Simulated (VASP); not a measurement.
# Bi (Im-3m) in VASP: notebook, part 2 of 2

VASP 6.6.1.

### Step 4. Relaxation of the atoms, PBE+D3(BJ) (a relaxed cell with its volume scaled by 0.94)

The input, INCAR:

```
SYSTEM = Bi
ALGO = Normal
EDIFF = 1E-7
EDIFFG = -0.01
ENCUT = 600
GGA = PE
IBRION = 2
ISIF = 2
ISMEAR = 1
IVDW = 12
LASPH = .True.
LCHARG = .False.
LREAL = .False.
LWAVE = .False.
NELM = 80
NSW = 40
PREC = Accurate
SIGMA = 0.1
```

The input, KPOINTS:

```
k-points
0
Gamma
  14 14 14
  0 0 0
```

The input, POSCAR:

```
Bi                                      
1.0
   -1.9186040727      1.9186040727      1.9186040727
    1.9186040727     -1.9186040727      1.9186040727
    1.9186040727      1.9186040727     -1.9186040727
  Bi            
     1
Direct
     0.0000000000000000    0.0000000000000000    0.0000000000000000
```

Potentials or basis: VASP PAW PBE potentials, release 64 (Bi_d).

The run is started by

```console
cat potpaw_PBE.64/Bi_d/POTCAR > POTCAR
mpirun -np 1 vasp_std > vasp.out
```

OUTCAR:

```text
SYSTEM = Bi
   EDIFF = 1E-7
   EDIFFG = -0.01
   ENCUT = 600
   GGA = PE
   IBRION = 2
   ISIF = 2
   ISMEAR = 1
   IVDW = 12
   LASPH = .True.
   LREAL = .False.
   NELM = 80
   NSW = 40
   PREC = Accurate
 IVDW          = 12

 ion  position               nearest neighbor table
   1  0.000  0.000  0.000-

  LATTYP: Found a body centered cubic cell.
 ALAT       =     3.8372081454

  Lattice vectors:

 A1 = (  -1.9186040727,   1.9186040727,   1.9186040727)
[... 520 lines left out ...]
 [... further k-points ...]

------------------------ aborting loop because EDIFF is reached ----------------------------------------

 Edisp (eV)   -0.55782

 E8    (eV) :    -0.2738

  FORCE on cell =-STRESS in cart. coord.  units (eV):
  Direction    XX          YY          ZZ          XY          YZ          ZX
  --------------------------------------------------------------------------------------
  -------------------------------------------------------------------------------------
  Total       0.72422     0.72422     0.72422     0.00000    -0.00000    -0.00000
  in kB      41.07366    41.07366    41.07366     0.00000    -0.00000    -0.00000
  external pressure =       41.07 kB  Pullay stress =        0.00 kB

 VOLUME and BASIS-vectors are now :
 -----------------------------------------------------------------------------
  energy-cutoff  :      600.00
  volume of cell :       28.25
      direct lattice vectors                 reciprocal lattice vectors
    -1.918604073  1.918604073  1.918604073     0.000000000  0.260606139  0.260606139
     1.918604073 -1.918604073  1.918604073     0.260606139  0.000000000  0.260606139
     1.918604073  1.918604073 -1.918604073     0.260606139  0.260606139  0.000000000

 POSITION                                       TOTAL-FORCE (eV/Angst)
 -----------------------------------------------------------------------------------
      0.00000      0.00000      0.00000         0.000000     -0.000000      0.000000
 -----------------------------------------------------------------------------------
    total drift:                               -0.000000     -0.000000     -0.000000

  FREE ENERGIE OF THE ION-ELECTRON SYSTEM (eV)
  ---------------------------------------------------
  free  energy   TOTEN  =        -4.2393054445 eV

  energy  without entropy=       -4.2390763268  energy(sigma->0) =       -4.23922907

 reached required accuracy - stopping structural energy minimisation
```

OSZICAR:

```text
N       E                     dE             d eps       ncg     rms          rms(c)
DAV:   1     0.110483562599E+03    0.11048E+03   -0.88144E+03  2294   0.178E+03
DAV:   2     0.182549739890E+01   -0.10866E+03   -0.10635E+03  2357   0.382E+02
DAV:   3    -0.355506781946E+01   -0.53806E+01   -0.53158E+01  2622   0.909E+01
DAV:   4    -0.368117977450E+01   -0.12611E+00   -0.12604E+00  2717   0.150E+01
DAV:   5    -0.368667340443E+01   -0.54936E-02   -0.54934E-02  2913   0.279E+00    0.479E-01
DAV:   6    -0.368249670313E+01    0.41767E-02   -0.81298E-03  2894   0.152E+00    0.275E-01
DAV:   7    -0.368145814071E+01    0.10386E-02   -0.51093E-03  2687   0.123E+00    0.768E-02
DAV:   8    -0.368148807320E+01   -0.29932E-04   -0.43930E-04  2606   0.373E-01    0.833E-03
DAV:   9    -0.368148368794E+01    0.43853E-05   -0.10275E-05  3031   0.567E-02    0.420E-03
DAV:  10    -0.368148142814E+01    0.22598E-05   -0.17872E-06  2764   0.212E-02    0.694E-04
DAV:  11    -0.368148138137E+01    0.46770E-07   -0.88791E-08  1617   0.555E-03
   1 F= -.42393054E+01 E0= -.42392291E+01  d E =-.423931E+01
```

It took 12 s on 1 thread of Intel Xeon 6975P-C (Granite Rapids), shared host; peak memory 0.19 GiB.

What came out:

```yaml
Free_energy: -4.2393 eV
Pressure_after_relaxing: 4.1 GPa
Band_gap_on_the_k_mesh: none (metal or under the smearing width)
Dispersion_energy_per_atom: -0.558 eV
```

Final structure:
```cif
data_structure
_symmetry_space_group_name_H-M 'P 1'
_symmetry_Int_Tables_number 1
_cell_length_a 3.3231
_cell_length_b 3.3231
_cell_length_c 3.3231
_cell_angle_alpha 109.471
_cell_angle_beta 109.471
_cell_angle_gamma 109.471
_cell_volume 28.25
loop_
_atom_site_label
_atom_site_type_symbol
_atom_site_fract_x
_atom_site_fract_y
_atom_site_fract_z
_atom_site_occupancy
Bi1 Bi 0.00000 0.00000 0.00000 1
```

Caveat: the relaxation stopped at its first step, so nothing moved; spin-orbit coupling is left out, which moves the levels of the heavy elements; pairwise dispersion overbinds metals, which lowers pressure and volume.

### Step 5. Relaxation of the atoms, PBE+D3(BJ) (a relaxed cell with its volume scaled by 0.96)

INCAR is that of step 4.

KPOINTS is that of step 4.

The input, POSCAR:

```
Bi                                      
1.0
   -1.9321158141      1.9321158141      1.9321158141
    1.9321158141     -1.9321158141      1.9321158141
    1.9321158141      1.9321158141     -1.9321158141
  Bi            
     1
Direct
     0.0000000000000000    0.0000000000000000    0.0000000000000000
```

The run is started by

```console
cat potpaw_PBE.64/Bi_d/POTCAR > POTCAR
mpirun -np 1 vasp_std > vasp.out
```

It took 12 s on 1 thread of Intel Xeon 6975P-C (Granite Rapids), shared host; peak memory 0.19 GiB.

The run converged. Its results:

```
Free energy                : -4.2518 eV
Pressure after relaxing    : 2.6 GPa
Band gap on the k mesh     : none (metal or under the smearing width)
Dispersion energy per atom : -0.546 eV
```

Final structure:
```
Bi
1.0
    -1.93212    1.93212    1.93212
     1.93212   -1.93212    1.93212
     1.93212    1.93212   -1.93212
Bi
1
Direct
  0.00000 0.00000 0.00000
```

Levels at points of the mesh, in eV from the Fermi level:
| k point | band 3 | band 4 | band 5 | band 6 | band 7 | band 8 | band 9 | band 10 | band 11 |
| --- | --- | --- | --- | --- | --- | --- | --- | --- | --- |
| (0.00, 0.00, 0.00) | -23.05 | -22.89 | -22.89 | -14.01 | 5.75 | 5.75 | 5.75 | 10.21 | 10.54 |
| (0.50, 0.00, 0.00) | -22.90 | -22.90 | -22.78 | -10.52 | -5.47 | 1.78 | 3.73 | 6.31 | 7.83 |
| (0.50, 0.50, 0.50) | -22.81 | -22.81 | -22.81 | -8.05 | -1.92 | -1.92 | -1.92 | 3.52 | 3.52 |

Caveat: the relaxation stopped at its first step, so nothing moved; spin-orbit coupling is left out, which moves the levels of the heavy elements; pairwise dispersion overbinds metals, which lowers pressure and volume.

### Step 6. Relaxation of the atoms, PBE+D3(BJ) (a relaxed cell with its volume scaled by 0.98)

INCAR is that of step 5.

KPOINTS is that of step 5.

The input, POSCAR:

```
Bi                                      
1.0
   -1.9454411719      1.9454411719      1.9454411719
    1.9454411719     -1.9454411719      1.9454411719
    1.9454411719      1.9454411719     -1.9454411719
  Bi            
     1
Direct
     0.0000000000000000    0.0000000000000000    0.0000000000000000
```

Potentials or basis: VASP PAW PBE potentials, release 64 (Bi_d).

The run is started by

```console
cat potpaw_PBE.64/Bi_d/POTCAR > POTCAR
mpirun -np 1 vasp_std > vasp.out
```

Run time: 12 s. Hardware: 1 thread of Intel Xeon 6975P-C (Granite Rapids), shared host; peak memory 0.19 GiB.

The run converged. Its results:

```
Free energy                : -4.2589 eV
Pressure after relaxing    : 1.2 GPa
Band gap on the k mesh     : none (metal or under the smearing width)
Dispersion energy per atom : -0.535 eV
```

Final structure:
```xyz
1
Lattice="-1.9454 1.9454 1.9454 1.9454 -1.9454 1.9454 1.9454 1.9454 -1.9454" Properties=species:S:1:pos:R:3 pbc="T T T"
Bi    0.0000    0.0000    0.0000
```

Levels at points of the mesh, in eV from the Fermi level:
```csv
k point,band 3,band 4,band 5,band 6,band 7,band 8,band 9,band 10,band 11
"(0.00, 0.00, 0.00)",-23.02,-22.87,-22.87,-13.85,5.60,5.60,5.60,9.93,10.55
"(0.50, 0.00, 0.00)",-22.88,-22.88,-22.77,-10.48,-5.33,1.75,3.68,6.24,7.78
"(0.50, 0.50, 0.50)",-22.79,-22.79,-22.79,-8.11,-1.86,-1.86,-1.86,3.55,3.55
```

Caveat: the relaxation stopped at its first step, so nothing moved; spin-orbit coupling is left out, which moves the levels of the heavy elements; pairwise dispersion overbinds metals, which lowers pressure and volume.

### Step 7. Overview

| task | cell | gap on the mesh (eV) | pressure (GPa) |
| --- | --- | --- | --- |
| relaxation of cell and atoms | relaxed | none | 0.0 |
| relaxation of the atoms | atoms relaxed from: a relaxed cell with its volume scaled by 0.94 | none | 4.1 |
| relaxation of the atoms | atoms relaxed from: a relaxed cell with its volume scaled by 0.96 | none | 2.6 |
| relaxation of the atoms | atoms relaxed from: a relaxed cell with its volume scaled by 0.98 | none | 1.2 |

Alike in all rows: level PBE+D3(BJ); potentials or basis VASP PAW PBE potentials, release 64 (Bi_d); no spin polarisation; k mesh 14 × 14 × 14; cutoff (eV) 600; smearing methfessel-paxton 0.1 eV.

Caveats: the relaxation stopped at its first step, so nothing moved; spin-orbit coupling is left out, which moves the levels of the heavy elements; pairwise dispersion overbinds metals, which lowers pressure and volume.

Absolute energies hang on the potentials; compare differences alone.
